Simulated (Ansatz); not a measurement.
## NiAs-type GdN

The computed numbers are results of PBE, scalar-relativistic (collinear spin) in the plane-wave PAW code Ansatz at 420 eV, 10×10×8 k-mesh, Gaussian smearing of 0.05 eV; PAW files: Ansatz's generated set soft_2.

```cif
data_structure
_symmetry_space_group_name_H-M 'P6_3/mmc'
_symmetry_Int_Tables_number 194
_cell_length_a 3.4630
_cell_length_b 3.4630
_cell_length_c 6.0778
_cell_angle_alpha 90.000
_cell_angle_beta 90.000
_cell_angle_gamma 120.000
_cell_volume 63.12
loop_
_atom_site_label
_atom_site_type_symbol
_atom_site_symmetry_multiplicity
_atom_site_Wyckoff_symbol
_atom_site_fract_x
_atom_site_fract_y
_atom_site_fract_z
_atom_site_occupancy
Gd1 Gd 2 a 0.00000 0.00000 0.00000 1
N1 N 2 c 0.33333 0.66667 0.25000 1
```

The start was a prototype's sites filled with these elements. The Crystallography Open Database lists the compound in space group Fm-3m (rock salt), so this is a trial structure.

Magnetic state: ferromagnetic, site spin moments Gd 6.85; N -0.05 μB.

**Question.** Which orbitals carry the states at the Fermi level, and how many states are there?

**Answer.** Within 0.1 eV of it: N 2p 56 %, Gd 5d 38 % (shares among the projected shells). The density of states at the Fermi level is about 0.1 states/eV per cell, averaged over 0.3 eV.

Density of states (tetrahedra, averaged over 0.5 eV; states/eV per cell of 4 atoms; energy in eV from the Fermi level; projections on Löwdin-orthogonalised atomic orbitals, summed over sites):

```tsv
E	total	Gd 4f up	Gd 4f down	N 2p	Gd 5d up	Gd 5d down
-4.10	1.4	0.6	0.0	0.4	0.2	0.0
-3.60	27.3	25.5	0.0	1.1	0.3	0.2
-3.10	3.5	0.8	0.0	1.6	0.3	0.4
-2.60	4.2	0.4	0.0	2.3	0.6	0.6
-2.10	4.3	0.2	0.1	2.7	0.6	0.6
-1.60	4.6	0.2	0.1	3.1	0.5	0.4
-1.10	5.0	0.1	0.3	3.7	0.4	0.3
-0.60	1.6	0.1	0.0	1.2	0.2	0.0
-0.10	0.1	0.0	0.0	0.1	0.0	0.0
0.40	0.3	0.0	0.0	0.1	0.3	0.0
0.90	0.9	0.0	0.1	0.1	0.3	0.3
1.40	9.7	0.0	8.3	0.1	0.3	0.8
1.90	18.5	0.0	17.4	0.3	0.4	0.3
2.40	1.9	0.0	0.8	0.2	0.6	0.2
2.90	2.1	0.0	0.2	0.3	1.1	0.4
3.40	2.3	0.0	0.1	0.3	1.1	0.7
3.90	2.4	0.0	0.1	0.3	0.8	1.0
4.40	2.4	0.0	0.1	0.3	0.8	1.0
4.90	2.4	0.0	0.0	0.3	1.0	0.7
5.40	2.8	0.0	0.0	0.4	1.1	0.8
5.90	3.0	0.0	0.0	0.3	1.1	1.0
```

Formal charges Gd³⁺, N³⁻ leave Gd³⁺ with an open 4f⁷ shell. Exchange should fill one spin channel of a half-filled shell and leave an insulator, so a metal points to the functional or the structure. The run still finds no gap: within 0.1 eV of the Fermi level the projected states are 56 % N 2p, 38 % Gd 5d.

Hund's first rule gives Gd³⁺ with 7 f electrons 7 unpaired spins, a spin moment of 7 μB; the run has 6.85 μB on Gd (atomic spheres) and 7.14 f electrons on orthogonalised orbitals. The moment is close to the ion's, so in this run the shell is localised and nearly fully polarised.

Exchange splits the half-filled 4f shell away from the Fermi level; the metal comes from a small overlap of other bands, which can be the functional's gap error. These numbers lack spin–orbit coupling. The run wasn't fully tested for a lower electronic state. Site moments are of spin, integrated over atomic spheres.
